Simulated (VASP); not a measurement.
# SnGe15 (F-43m) in VASP: notebook, part 2 of 2

VASP 6.6.1. The steps go on from the part before.

## 4. Relaxation of cell and atoms, PBEsol

Input file INCAR:

```
SYSTEM = SnGe15
PREC     = Accurate       ! precision mode
ENCUT    = 600            ! plane-wave cutoff, eV
EDIFF    = 1E-6           ! SCF threshold, eV
ISMEAR   = 0              ! smearing method
SIGMA    = 0.03           ! smearing width, eV
LREAL    = .False.        ! projectors in reciprocal space
LASPH    = .True.         ! aspherical terms in the spheres
NELM     = 80             ! most SCF steps
ALGO     = Normal         ! electronic algorithm
ISIF     = 3              ! what is computed and relaxed
LWAVE    = .False.        ! write WAVECAR
LCHARG   = .False.        ! write CHGCAR
GGA      = PS             ! functional
IBRION   = 2              ! ionic algorithm
NSW      = 90             ! ionic steps
EDIFFG   = -0.01          ! ionic threshold
KPAR     = 4
```

Input file KPOINTS:

```
Automatic mesh
0
Gamma
  6 6 6
  0 0 0
```

Input file POSCAR:

```
SnGe15
1.0
    0.0000000000      5.7083741000     -5.7083741000
    5.7083741000      5.7083741000      0.0000000000
    5.7083741000      0.0000000000     -5.7083741000
Sn Ge
1 15
Direct
    0.5000000000      0.0000000000      0.5000000000
    0.5000000000      0.5000000000      0.5000000000
    0.0000000000      0.0000000000      0.5000000000
    0.0000000000      0.5000000000      0.5000000000
    0.5000000000      0.0000000000      0.0000000000
    0.5000000000      0.5000000000      0.0000000000
    0.0000000000      0.0000000000      0.0000000000
    0.0000000000      0.5000000000      0.0000000000
    0.3750000000      0.3750000000      0.3750000000
    0.3750000000      0.8750000000      0.3750000000
    0.8750000000      0.3750000000      0.3750000000
    0.8750000000      0.8750000000      0.3750000000
    0.3750000000      0.3750000000      0.8750000000
    0.3750000000      0.8750000000      0.8750000000
    0.8750000000      0.3750000000      0.8750000000
    0.8750000000      0.8750000000      0.8750000000
```

Potentials or basis: VASP PAW PBE potentials, release 64 (Sn_d, Ge_d).

Command:

```
cat potpaw_PBE.64/Sn_d/POTCAR potpaw_PBE.64/Ge_d/POTCAR > POTCAR
mpirun -np 4 vasp_std > vasp.out
```

OUTCAR:

```text
SYSTEM = SnGe15
   PREC = Accurate
   ENCUT = 600
   EDIFF = 1E-6
   ISMEAR = 0
   LREAL = .False.
   LASPH = .True.
   NELM = 80
   ISIF = 3
   GGA = PS
   IBRION = 2
   NSW = 90
   EDIFFG = -0.01

 ion  position               nearest neighbor table
   1  0.500  0.000  0.500-   9 2.47  10 2.47  12 2.47  14 2.47
   2  0.500  0.500  0.500-   9 2.47  10 2.47  11 2.47  13 2.47
   3  0.000  0.000  0.500-  10 2.47  11 2.47  12 2.47  16 2.47
   4  0.000  0.500  0.500-   9 2.47  11 2.47  12 2.47  15 2.47
   5  0.500  0.000  0.000-  10 2.47  13 2.47  14 2.47  16 2.47
   6  0.500  0.500  0.000-   9 2.47  13 2.47  14 2.47  15 2.47
[... 8 lines left out ...]
  15  0.875  0.375  0.875-   4 2.47   6 2.47   7 2.47   8 2.47
  16  0.875  0.875  0.875-   3 2.47   5 2.47   7 2.47   8 2.47

  LATTYP: Found a face centered cubic cell.
[... 2503 lines left out ...]
  ---------------------------------------------------
  free energy    TOTEN  =       -77.97862185 eV

  energy without entropy =      -77.97840417  energy(sigma->0) =      -77.97851301

 E-fermi :   4.8006     XC(G=0): -10.0046

 val. band max:        4.7913262921   @ k =   0.0000   0.0000   0.0000
 cond. band min:       4.8917589947   @ k =   0.0000   0.0000   0.0000
 fundamental gap:      0.1004327026
 Fermi energy:         4.8005622533

 k-point     1 :       0.0000    0.0000    0.0000
  band No.  band energies     occupation
      1     -19.9860      2.00000
      2     -19.9860      2.00000
      3     -19.9860      2.00000
      4     -19.9769      2.00000
      5     -19.9769      2.00000
      6     -19.9769      2.00000
[... 2021 lines left out ...]
    123       8.0616      0.00000
    124       8.0679      0.00000
 [bands above 124 left out]

------------------------ aborting loop because EDIFF is reached ----------------------------------------

  FORCE on cell =-STRESS in cart. coord.  units (eV):
  Direction    XX          YY          ZZ          XY          YZ          ZX
  --------------------------------------------------------------------------------------
  -------------------------------------------------------------------------------------
  Total        0.0320433      0.0320433      0.0320433      0.0000000     -0.0000000     -0.0000000
  in kB        0.1363467      0.1363467      0.1363467      0.0000000     -0.0000000     -0.0000000
  external PRESSURE =       0.1363467 kB  Pullay stress =       0.0000000 kB
[... 31 lines left out ...]
  FREE ENERGIE OF THE ION-ELECTRON SYSTEM (eV)
  ---------------------------------------------------
  free  energy   TOTEN  =       -77.9786218535 eV

  energy  without entropy=      -77.9784041665  energy(sigma->0) =      -77.97851301

 reached required accuracy - stopping structural energy minimisation
```

OSZICAR:

```text
N       E                     dE             d eps       ncg     rms          rms(c)
DAV:   1     0.367229924891E+04    0.36723E+04   -0.98919E+04  4948   0.490E+03
DAV:   2     0.799015481840E+03   -0.28733E+04   -0.27611E+04  4288   0.129E+03
DAV:   3     0.451546944164E+02   -0.75386E+03   -0.71973E+03  4312   0.326E+02
[... 112 lines left out ...]
DAV:   3    -0.779786676697E+02    0.12419E-02   -0.28253E-03  5386   0.457E-01    0.534E-02
DAV:   4    -0.779786260849E+02    0.41585E-04   -0.43226E-04  4648   0.387E-01    0.278E-02
DAV:   5    -0.779786196997E+02    0.63852E-05   -0.12821E-04  5784   0.136E-01    0.813E-03
DAV:   6    -0.779786214504E+02   -0.17507E-05   -0.24455E-05  4830   0.595E-02    0.437E-03
DAV:   7    -0.779786218535E+02   -0.40314E-06   -0.79847E-06  3592   0.370E-02
  14 F= -.77978622E+02 E0= -.77978513E+02  d E =0.370136E-04
```

Wall time 53 min (4 MPI ranks of Intel Xeon Platinum 8488C (Sapphire Rapids), shared host); peak memory 1.1 GiB.

What came out:

* Free energy: -77.9786 eV
* Relaxed volume: 23.53 Å³/atom
* Relaxed cell: a = 8.105 Å, b = 8.105 Å, c = 8.105 Å, α = 60.00°, β = 60.00°, γ = 60.00°
* Space group after relaxing (to 0.05 Å): F-43m (No. 216)
* Energy gained by relaxing: 16.5 meV/atom
* Ionic steps: 14
* Pressure after relaxing: 0.0 GPa
* Band gap on the k mesh: none (metal or under the smearing width)

Step by step:
| step | energy change (eV) | largest force (eV/Å) | pressure (GPa) | volume (Å³) |
| --- | --- | --- | --- | --- |
| 1 | 0.0000 | 1.4567 | 1.11 | 372.02 |
| 2 | -0.2479 | 0.2469 | -0.64 | 380.74 |
| 3 | -0.2496 | 0.1566 | -0.65 | 381.48 |
| 4 | -0.2495 | 0.1327 | -0.71 | 381.69 |
| 5 | -0.2641 | 0.0255 | 0.06 | 376.35 |
| 6 | -0.2642 | 0.0247 | 0.06 | 376.74 |
| 7 | -0.2642 | 0.0236 | 0.03 | 377.03 |
| 8 | -0.2642 | 0.0232 | -0.03 | 377.16 |
| 9 | -0.2644 | 0.0103 | -0.02 | 377.12 |
| 10 | -0.2644 | 0.0112 | 0.01 | 377.11 |
| 11 | -0.2644 | 0.0132 | -0.01 | 377.09 |
| 12 | -0.2644 | 0.0119 | -0.04 | 377.10 |
| 13 | -0.2644 | 0.0125 | -0.06 | 377.09 |
| 14 | -0.2644 | 0.0067 | 0.01 | 376.53 |

Final structure:
```xyz
16
Lattice="0.0000 5.7314 -5.7314 5.7314 5.7314 0.0000 5.7314 0.0000 -5.7314" Properties=species:S:1:pos:R:3 pbc="T T T"
Sn    2.8657    2.8657   -5.7314
Ge    5.7314    5.7314   -5.7289
Ge    8.5946    5.7314   -2.8657
Ge    5.7314    2.8681   -2.8657
Ge    5.7314    8.5946   -2.8657
Ge    2.8681    5.7314   -2.8657
Ge    5.7314    5.7314   -0.0025
Ge    2.8657    2.8657    0.0000
Ge    4.3495    4.3495   -4.2476
Ge    7.1132    7.1132   -4.2476
Ge    4.2964    7.1663   -7.1621
Ge    7.1132   10.0808   -7.2152
Ge    7.1663    4.2964   -7.1621
Ge   10.0808    7.1132   -7.2152
Ge    7.1663    7.1663  -10.0320
Ge   10.0278   10.0278  -10.0320
```

Levels at points of the mesh, in eV from the Fermi level:
```
           k point  band 108  band 109  band 110  band 111  band 112  band 113  band 114  band 115  band 116  band 117
(0.00, 0.00, 0.00)     -1.17     -1.17     -0.36     -0.01     -0.01     -0.01      0.09      0.09      0.09      0.36
(0.50, 0.00, 0.00)     -2.19     -0.91     -0.91     -0.67     -0.67      0.40      0.65      1.25      1.28      1.28
(0.50, 0.50, 0.00)     -1.89     -1.60     -1.45     -1.26     -1.26      0.95      0.99      1.76      1.76      1.98
```

Caveat: the PAW data sets were made with another functional, which shifts forces and pressure a little.

## 5. Relaxation of cell and atoms, PBEsol

This run uses another cell than the first one, of 23.53 Å³/atom, 1.012 times its volume.

INCAR: that of step 4 with these lines changed.

```diff
@@ -3,3 +3,3 @@
 ENCUT    = 600            ! plane-wave cutoff, eV
-EDIFF    = 1E-6           ! SCF threshold, eV
+EDIFF    = 1E-7           ! SCF threshold, eV
 ISMEAR   = 0              ! smearing method
@@ -16,3 +16,3 @@
 NSW      = 90             ! ionic steps
-EDIFFG   = -0.01          ! ionic threshold
+EDIFFG   = -0.005         ! ionic threshold
 KPAR     = 4
```

KPOINTS is that of step 4.

Input file POSCAR:

```
SnGe15                                  
1.0
   -0.0000000000      5.7313604189     -5.7313604189
    5.7313604189      5.7313604189      0.0000000000
    5.7313604189      0.0000000000     -5.7313604189
  Sn              Ge            
     1    15
Direct
     0.5000000000000000    0.0000000000000000    0.5000000000000000
     0.4997845498361270    0.5002154501638730    0.4997845498361270
     0.0002154501638730    0.9997845498361270    0.4997845498361270
     0.0002154501638730    0.5002154501638730    0.4997845498361270
     0.4997845498361270    0.9997845498361270    0.0002154501638730
     0.4997845498361270    0.5002154501638730    0.0002154501638730
     0.0002154501638730    0.9997845498361270    0.0002154501638730
     0.0000000000000000    0.5000000000000000    0.0000000000000000
     0.3705536854964594    0.3883389435106217    0.3705536854964594
     0.3705536854964594    0.8705536854964595    0.3705536854964594
     0.8751832402791605    0.3751832402791602    0.3744502791625193
     0.8883389435106219    0.8705536854964595    0.3705536854964594
     0.3744502791625193    0.3751832402791602    0.8751832402791605
     0.3705536854964594    0.8705536854964595    0.8883389435106219
     0.8751832402791605    0.3751832402791602    0.8751832402791605
     0.8751832402791605    0.8744502791625193    0.8751832402791605
```

Command:

```
cat potpaw_PBE.64/Sn_d/POTCAR potpaw_PBE.64/Ge_d/POTCAR > POTCAR
mpirun -np 4 vasp_std > vasp.out
```

It took 17 min on 4 MPI ranks of Intel Xeon Platinum 8488C (Sapphire Rapids), shared host; peak memory 1.2 GiB.

It converged, with:

```yaml
Free_energy: -77.9790 eV
Relaxed_volume: 23.56 Å³/atom
Relaxed_cell: a = 8.108 Å, b = 8.108 Å, c = 8.108 Å, α = 60.00°, β = 60.00°, γ = 60.00°
Space_group_after_relaxing_to_0.05_Å: F-43m (No. 216)
Energy_gained_by_relaxing: 0.0 meV/atom
Ionic_steps: 2
Pressure_after_relaxing: 0.0 GPa
Band_gap_on_the_k_mesh: none (metal or under the smearing width)
```

Forces in eV/Å, atoms in the order of the input:
```
Sn   0.000  0.000  0.000
Ge   0.000  0.000  0.002
Ge  -0.002  0.000  0.000
Ge   0.000  0.002  0.000
Ge   0.000 -0.002  0.000
Ge   0.002  0.000  0.000
Ge   0.000  0.000 -0.002
Ge   0.000  0.000  0.000
Ge   0.000  0.000  0.000
Ge   0.000  0.000  0.000
Ge   0.001 -0.001 -0.001
Ge   0.000  0.000  0.000
Ge  -0.001  0.001 -0.001
Ge   0.000  0.000  0.000
Ge  -0.001 -0.001  0.001
Ge   0.001  0.001  0.001
```

Final structure:
```
Sn Ge
1.0
     0.00000    5.73345   -5.73345
     5.73345    5.73345    0.00000
     5.73345    0.00000   -5.73345
Sn Ge
1 15
Direct
  0.50000 0.00000 0.50000
  0.49976 0.50024 0.49976
  0.00024 0.99976 0.49976
  0.00024 0.50024 0.49976
  0.49976 0.99976 0.00024
  0.49976 0.50024 0.00024
  0.00024 0.99976 0.00024
  0.00000 0.50000 0.00000
  0.37054 0.38838 0.37054
  0.37054 0.87054 0.37054
  0.87517 0.37517 0.37448
  0.88838 0.87054 0.37054
  0.37448 0.37517 0.87517
  0.37054 0.87054 0.88838
  0.87517 0.37517 0.87517
  0.87517 0.87448 0.87517
```

Levels at points of the mesh, in eV from the Fermi level:
```tsv
k point	band 110	band 111	band 112	band 113	band 114	band 115
(0.00, 0.00, 0.00)	-0.37	-0.01	-0.01	-0.01	0.09	0.09
(0.50, 0.00, 0.00)	-0.91	-0.67	-0.67	0.40	0.65	1.25
(0.50, 0.50, 0.00)	-1.45	-1.25	-1.25	0.96	0.99	1.76
```

Caveat: the PAW data sets were made with another functional, which shifts forces and pressure a little.
